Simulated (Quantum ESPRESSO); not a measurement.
# TiO2 (Imma) in Quantum ESPRESSO: reference runs

How does TiO2 come out in PBE? The cell is run as given and disturbed.

Program: Quantum ESPRESSO 7.5. These are calculated values, not measurements. Logs are shortened: lines on timing, memory, paths and dates and some standing lists are left out, and cuts for length are marked.

## Step 1: Starting point

It takes space group Imma (No. 74, orthorhombic). Conventional cell: a = 5.946 Å, b = 6.575 Å, c = 6.575 Å, α = 90.00°, β = 90.00°, γ = 90.00°. Around Ti (site symmetry 2/m) lie 6 O at 1.96 to 2.00 Å. Around Ti (site symmetry mm2) lie 6 O at 1.94 to 2.00 Å. Around O (site symmetry m) lie 3 Ti at 1.94 to 2.00 Å. O (site symmetry m) is surrounded by 3 Ti at 1.96 to 2.00 Å.

The cell is a database's computed one.

## Step 2: Single point, PBE

Input file pw.in:

```
&CONTROL
  calculation = 'scf'
  prefix = 'pwscf'
  outdir = './tmp'
  pseudo_dir = './pseudo'
  tprnfor = .true.
  tstress = .true.
  disk_io = 'low'
/
&SYSTEM
  ibrav = 0
  nat = 12
  ntyp = 2
  ecutwfc = 55
  ecutrho = 440
  nbnd = 62
  occupations = 'smearing'
  smearing = 'fd'
  degauss = 0.00367493
/
&ELECTRONS
  conv_thr = 2.4d-09
  electron_maxstep = 120
  mixing_beta = 0.5
/
ATOMIC_SPECIES
Ti    47.8670 ti_pbe_v1.4.uspp.F.UPF
O     15.9990 O.pbe-n-kjpaw_psl.0.1.UPF
CELL_PARAMETERS angstrom
  -2.9731600000    3.2873690000    3.2874020000
   2.9731600000   -3.2873690000    3.2874020000
   2.9731600000    3.2873690000   -3.2874020000
ATOMIC_POSITIONS crystal
Ti     0.0000000000    0.5000000000    0.0000000000
Ti     0.0000000000    0.0000000000    0.5000000000
Ti     0.4952450000    0.2452450000    0.2500000000
Ti     0.5047550000    0.7547550000    0.7500000000
O      0.6950810000    0.6952300000    0.5001490000
O      0.6950810000    0.1949320000    0.9998510000
O      0.8045160000    0.7496170000    0.0548990000
O      0.1947180000    0.7496170000    0.4451010000
O      0.8052820000    0.2503830000    0.5548990000
O      0.3049190000    0.8050680000    0.0001490000
O      0.1954840000    0.2503830000    0.9451010000
O      0.3049190000    0.3047700000    0.4998510000
K_POINTS automatic
6 6 6 0 0 0
```

Input file pp_density.in:

```
&INPUTPP
  prefix = 'pwscf'
  outdir = './tmp'
  filplot = 'density.dat'
  plot_num = 0
/
&PLOT
  nfile = 1
  filepp(1) = 'density.dat'
  iflag = 3
  output_format = 6
  fileout = 'density.cube'
/
```

Input file pp_potential.in:

```
&INPUTPP
  prefix = 'pwscf'
  outdir = './tmp'
  filplot = 'potential.dat'
  plot_num = 11
/
&PLOT
  nfile = 1
  filepp(1) = 'potential.dat'
  iflag = 3
  output_format = 6
  fileout = 'potential.cube'
/
```

Potentials or basis: SSSP 1.3 efficiency PBE.

On the command line:

```
$ OMP_NUM_THREADS=1 mpirun -n 2 pw.x -nk 2 -in pw.in > pw.out
$ OMP_NUM_THREADS=1 mpirun -n 1 pp.x -in pp_density.in > pp_density.out
$ OMP_NUM_THREADS=1 mpirun -n 1 pp.x -in pp_potential.in > pp_potential.out
```

pw.out:

```text
This program is part of the open-source Quantum ESPRESSO suite
     for quantum simulation of materials; please cite
         "P. Giannozzi et al., J. Phys.:Condens. Matter 21 395502 (2009);
         "P. Giannozzi et al., J. Phys.:Condens. Matter 29 465901 (2017);
         "P. Giannozzi et al., J. Chem. Phys. 152 154105 (2020);
     in publications or presentations arising from this work. More details at

     file O.pbe-n-kjpaw_psl.0.1.UPF: wavefunction(s)  2P renormalized
     Message from routine setup:
     using ibrav=0 with symmetry is DISCOURAGED, use correct ibrav instead

     K-points division:     npool     =       2
     Subspace diagonalization in iterative solution of the eigenvalue problem:
     a serial algorithm will be used

     G-vector sticks info
     --------------------
     sticks:   dense  smooth     PW     G-vecs:    dense   smooth      PW
     Sum        3647    1827    575               135329    47835    8419

     Using Slab Decomposition

     bravais-lattice index     =            0
     lattice parameter (alat)  =      10.4284  a.u.
     unit-cell volume          =     867.3136 (a.u.)^3
     number of atoms/cell      =           12
     number of atomic types    =            2
     number of electrons       =        96.00
     number of Kohn-Sham states=           62
     kinetic-energy cutoff     =      55.0000  Ry
     charge density cutoff     =     440.0000  Ry
     scf convergence threshold =      2.4E-09
     mixing beta               =       0.5000
     number of iterations used =            8  plain     mixing
     Exchange-correlation= SLA  PW   PBX  PBC
                           (   1   4   3   4   0   0   0)

     celldm(1)=  10.428393  celldm(2)=   0.000000  celldm(3)=   0.000000
     celldm(4)=   0.000000  celldm(5)=   0.000000  celldm(6)=   0.000000

     crystal axes: (cart. coord. in units of alat)
               a(1) = (  -0.538765   0.595703   0.595709 )
               a(2) = (   0.538765  -0.595703   0.595709 )
               a(3) = (   0.538765   0.595703  -0.595709 )

     reciprocal axes: (cart. coord. in units 2 pi/alat)
               b(1) = ( -0.000000  0.839344  0.839336 )
               b(2) = (  0.928048 -0.000000  0.839336 )
               b(3) = (  0.928048  0.839344  0.000000 )

     PseudoPot. # 1 for Ti read from file:
     ti_pbe_v1.4.uspp.F.UPF
     Pseudo is Ultrasoft + core correction, Zval = 12.0
     Generated by new atomic code, or converted to UPF format
     Using radial grid of  851 points,  6 beta functions with:
                l(1) =   0
                l(2) =   0
                l(3) =   1
                l(4) =   1
                l(5) =   2
                l(6) =   2
     Q(r) pseudized with  6 coefficients,  rinner =    1.000   1.000   1.000
                                                       1.000   1.000

     PseudoPot. # 2 for O  read from file:
     O.pbe-n-kjpaw_psl.0.1.UPF
     Pseudo is Projector augmented-wave + core cor, Zval =  6.0
     Generated using "atomic" code by A. Dal Corso  v.5.0.99 svn rev. 10869
     Shape of augmentation charge: BESSEL
     Using radial grid of 1095 points,  4 beta functions with:
                l(1) =   0
                l(2) =   0
                l(3) =   1
                l(4) =   1
     Q(r) pseudized with 0 coefficients

     atomic species   valence    mass     pseudopotential
     Ti               12.00    47.86700     Ti( 1.00)
     O                 6.00    15.99900     O ( 1.00)

      8 Sym. Ops., with inversion, found ( 4 have fractional translation)

   Cartesian axes

     site n.     atom                  positions (alat units)
         1        Ti     tau(   1) = (   0.2693827  -0.2978516   0.2978546  )
         2        Ti     tau(   2) = (   0.2693827   0.2978516  -0.2978546  )
         3        Ti     tau(   3) = (   0.0000000   0.2978516   0.2921894  )
         4        Ti     tau(   4) = (   0.5387655   0.2978516   0.3035198  )
         5        O      tau(   5) = (   0.2695433   0.2978516   0.5302777  )
         6        O      tau(   6) = (   0.2692222   0.8935548  -0.0654315  )
         7        O      tau(   7) = (  -0.0000000   0.0654070   0.8931075  )
         8        O      tau(   8) = (   0.5387655  -0.0654070   0.2973983  )
         9        O      tau(   9) = (  -0.0000000   0.6611102   0.2983109  )
        10        O      tau(  10) = (   0.2695433  -0.2978516   0.6611407  )
        11        O      tau(  11) = (   0.5387655   0.5302962  -0.2973983  )
        12        O      tau(  12) = (   0.2692222   0.2978516   0.0654315  )

     number of k points=    46  Fermi-Dirac smearing, width (Ry)=  0.0037
                       cart. coord. in units 2pi/alat
        k(    1) = (   0.0000000   0.0000000   0.0000000), wk =   0.0092593
        k(    2) = (   0.1546746   0.1398907   0.0000000), wk =   0.0370370
        k(    3) = (   0.3093492   0.2797814   0.0000000), wk =   0.0370370
        k(    4) = (  -0.4640238  -0.4196721   0.0000000), wk =   0.0185185
        k(    5) = (   0.1546746  -0.0000000   0.1398893), wk =   0.0370370
        k(    6) = (   0.3093492   0.1398907   0.1398893), wk =   0.0740741
[... 38 lines left out ...]
        k(   45) = (  -0.6186984  -0.0000000  -0.0000000), wk =   0.0185185
        k(   46) = (  -0.9280476  -0.8393441  -0.8393357), wk =   0.0092593

     Dense  grid:   135329 G-vectors     FFT dimensions: (  72,  72,  72)

     Smooth grid:    47835 G-vectors     FFT dimensions: (  50,  50,  50)

     Check: negative core charge=   -0.000004

     Initial potential from superposition of free atoms

     starting charge      91.9998, renormalised to      96.0000

     negative rho (up, down):  5.242E-03 0.000E+00
     Starting wfcs are   72 randomized atomic wfcs
     Checking if some PAW data can be deallocated...

     Self-consistent Calculation

     iteration #  1     ecut=    55.00 Ry     beta= 0.50
     Davidson diagonalization with overlap
     ethr =  1.00E-02,  avg # of iterations =  2.0

     negative rho (up, down):  7.751E-03 0.000E+00

     total energy              =    -810.66274963 Ry
     estimated scf accuracy    <       2.63772461 Ry

     iteration #  2     ecut=    55.00 Ry     beta= 0.50
     Davidson diagonalization with overlap
     ethr =  2.75E-03,  avg # of iterations =  4.9
[... 96 lines left out ...]
     iteration # 13     ecut=    55.00 Ry     beta= 0.50
     Davidson diagonalization with overlap
     ethr =  1.15E-10,  avg # of iterations =  4.0

     negative rho (up, down):  4.957E-03 0.000E+00

     End of self-consistent calculation

          k = 0.0000 0.0000 0.0000 (  5985 PWs)   bands (ev):

   -48.2420 -48.2259 -48.2001 -48.1930 -24.7541 -24.7481 -24.5369 -24.5356
   -24.4099 -24.4023 -24.3965 -24.3912 -24.3905 -24.3876 -24.3485 -24.3191
    -9.3555  -8.2303  -8.1173  -8.1172  -7.8536  -7.8525  -7.5642  -7.5624
     3.0800   3.5256   3.9954   4.1598   4.1605   4.2459   4.2487   5.0144
     5.0146   5.2770   5.2784   6.0052   6.0078   6.2014   6.2041   6.8048
     7.4907   7.4971   8.0264   8.0354   8.0356   8.2642   8.2658   8.7062
    10.5359  10.8157  11.0776  11.1314  11.1547  11.2393  11.2627  11.8340
    11.8424  11.8593  11.8746  12.9007  13.1323  14.3979
[... 399 lines left out ...]
   -48.2213 -48.2189 -48.2117 -48.2094 -24.5586 -24.5526 -24.5445 -24.5389
   -24.4873 -24.4803 -24.4793 -24.4723 -24.3848 -24.3816 -24.3803 -24.3776
    -8.7707  -8.3307  -8.2620  -7.9554  -7.9029  -7.8931  -7.8343  -7.8066
     3.8916   3.9195   4.0413   4.1530   4.2296   4.2633   4.5167   4.7422
     4.9602   5.4490   5.8350   5.9890   6.1328   6.5551   6.8262   6.8666
     6.9687   6.9913   7.0499   7.2394   7.3211   7.3398   7.5521   8.2879
    10.8491  11.2604  11.3113  11.3796  11.4366  11.5192  11.5703  11.7318
    11.7986  11.9037  12.0120  12.6278  13.6275  14.1858

          k =-0.3093 0.0000 0.0000 (  5969 PWs)   bands (ev):

   -48.2319 -48.2174 -48.2095 -48.2024 -24.6525 -24.6467 -24.5096 -24.5084
   -24.4597 -24.4550 -24.4501 -24.4284 -24.3856 -24.3831 -24.3776 -24.3765
    -9.0891  -8.0869  -8.0762  -8.0750  -8.0085  -8.0080  -7.6822  -7.6808
     3.4602   3.8067   4.1331   4.1357   4.1781   4.1832   4.3063   4.7750
     4.7774   5.5011   5.5023   6.0674   6.4438   6.4468   6.6738   6.6744
     7.0540   7.2241   7.2287   7.7353   7.7364   7.7608   7.7610   8.5685
    10.9233  11.0343  11.0840  11.4600  11.4623  11.5846  11.5946  11.6000
    11.6148  11.6767  11.6852  12.9171  13.2754  14.4684

          k =-0.0000-0.0000 0.5596 (  5962 PWs)   bands (ev):
[... 67 lines left out ...]
   -48.2375 -48.2303 -48.2002 -48.1931 -24.7547 -24.7487 -24.5473 -24.5461
   -24.4080 -24.4005 -24.3953 -24.3899 -24.3839 -24.3812 -24.3365 -24.3309
    -8.7195  -8.7179  -8.0333  -8.0332  -7.9585  -7.9574  -7.6828  -7.6810
     3.3181   3.3203   4.3532   4.3577   4.9503   4.9504   5.1285   5.1290
     5.1619   5.1621   5.9422   5.9437   5.9743   5.9798   6.4786   6.4834
     6.6062   6.6115   7.3072   7.3085   7.4466   7.4490   7.6525   7.6566
    10.5645  10.5725  11.1739  11.1758  11.5818  11.5831  11.8187  11.8334
    12.2602  12.2693  12.4294  12.4336  13.9934  13.9990

     the Fermi energy is     9.5943 ev

!    total energy              =    -811.85366618 Ry
     estimated scf accuracy    <          3.7E-10 Ry
     smearing contrib. (-TS)   =      -0.00000000 Ry
     internal energy E=F+TS    =    -811.85366618 Ry

     The total energy is F=E-TS. E is the sum of the following terms:
     one-electron contribution =    -255.14328144 Ry
     hartree contribution      =     174.01533014 Ry
     xc contribution           =    -131.48798094 Ry
     ewald contribution        =    -523.11573175 Ry
     one-center paw contrib.   =     -76.12200220 Ry

     convergence has been achieved in  13 iterations

     negative rho (up, down):  4.957E-03 0.000E+00

     Forces acting on atoms (cartesian axes, Ry/au):

     atom    1 type  1   force =     0.00000000    0.00000000    0.00000000
     atom    2 type  1   force =     0.00000000   -0.00000000    0.00000000
     atom    3 type  1   force =     0.00000000    0.00000000    0.00059505
     atom    4 type  1   force =    -0.00000000    0.00000000   -0.00059505
     atom    5 type  2   force =     0.00091307    0.00000000   -0.00185402
     atom    6 type  2   force =    -0.00091307    0.00000000   -0.00185402
     atom    7 type  2   force =     0.00000000    0.00226735    0.00072390
     atom    8 type  2   force =     0.00000000   -0.00226735    0.00072390
     atom    9 type  2   force =     0.00000000    0.00226735   -0.00072390
     atom   10 type  2   force =     0.00091307   -0.00000000    0.00185402
     atom   11 type  2   force =     0.00000000   -0.00226735   -0.00072390
     atom   12 type  2   force =    -0.00091307   -0.00000000    0.00185402

     Total force =     0.006360     Total SCF correction =     0.000013

     Computing stress (Cartesian axis) and pressure

     negative rho (up, down):  4.957E-03 0.000E+00
          total   stress  (Ry/bohr**3)                   (kbar)     P=      -16.48
  -0.00014867  -0.00000000  -0.00000000          -21.87       -0.00       -0.00
  -0.00000000  -0.00009686  -0.00000000           -0.00      -14.25       -0.00
  -0.00000000  -0.00000000  -0.00009061           -0.00       -0.00      -13.33

=------------------------------------------------------------------------------=
   JOB DONE.
=------------------------------------------------------------------------------=
```

Wall time 3.3 min (2 MPI ranks of Intel Xeon Platinum 8488C (Sapphire Rapids), shared host); peak memory 0.9 GiB.

What came out:

- Free energy: -11045.8318 eV
- Pressure: -1.6 GPa
- Largest force: 0.061 eV/Å
- Band gap on the k mesh: 1.83 eV

Forces on the atoms (eV/Å):
```
Ti   0.000  0.000  0.000
Ti   0.000  0.000  0.000
Ti   0.000  0.000  0.015
Ti   0.000  0.000 -0.015
O    0.023  0.000 -0.048
O   -0.023  0.000 -0.048
O    0.000  0.058  0.019
O    0.000 -0.058  0.019
O    0.000  0.058 -0.019
O    0.023  0.000  0.048
O    0.000 -0.058 -0.019
O   -0.023  0.000  0.048
```

A k mesh can miss the band edges. PBE gaps usually lie below the measured ones, often by a third to a half.

[end of part 1 of 2]
